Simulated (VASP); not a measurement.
**TiTe2 under changes of volume**

One of the cells (25.376 Å³/atom); the others are scaled copies at fixed shape and fractional positions:

```xyz
3
Lattice="3.7042 0.0000 0.0000 -1.8521 3.2079 0.0000 0.0000 0.0000 6.4067" Properties=species:S:1:pos:R:3 pbc="T T T"
Te    0.0000    2.1386    4.6887
Te    1.8521    1.0693    1.7180
Ti    3.7042    0.0000    0.0000
```

```yaml
Program: VASP 6.6.1
Functional: PBEsol
Potentials_or_basis: VASP PAW PBE potentials, release 64 (Te, Ti_sv)
Cutoff: 520 eV
k_mesh: 8 × 8 × 4
Occupations: fermi-dirac, width 0.05 eV
Spin: no spin polarisation
```

```tsv
volume (Å³/atom)	energy over the lowest point (meV/atom)	pressure (GPa)	largest force (eV/Å)
24.361	9.94	3.2	0.369
24.869	?	?	?
25.376	0.00	0.0	0.003
25.884	2.07	-1.4	0.163
26.391	8.22	-2.6	0.319
```

Problem. What does the run at 24.869 Å³/atom give?

Solution. Energy over the lowest point 2.46 meV/atom; pressure 1.5 GPa; largest force 0.179 eV/Å.

Worked out: A Birch-Murnaghan fit of order 2 (a polynomial in V^(-2/3)) to the other rows has its minimum at 25.39 Å³/atom with B0 = V·E''(V) = 71 GPa at fixed shape and positions, which overstates the stiffness. It gives 2.46 meV/atom at 24.869 Å³/atom, against the run's 2.46, and -dE/dV = 1.5 GPa, against 1.5.

Energies are extrapolated to zero smearing.

Caveats: the PAW data sets were made with another functional, which shifts forces and pressure a little; this functional lacks dispersion, which binds the layers, so the pressure and a relaxed spacing across them are unreliable.
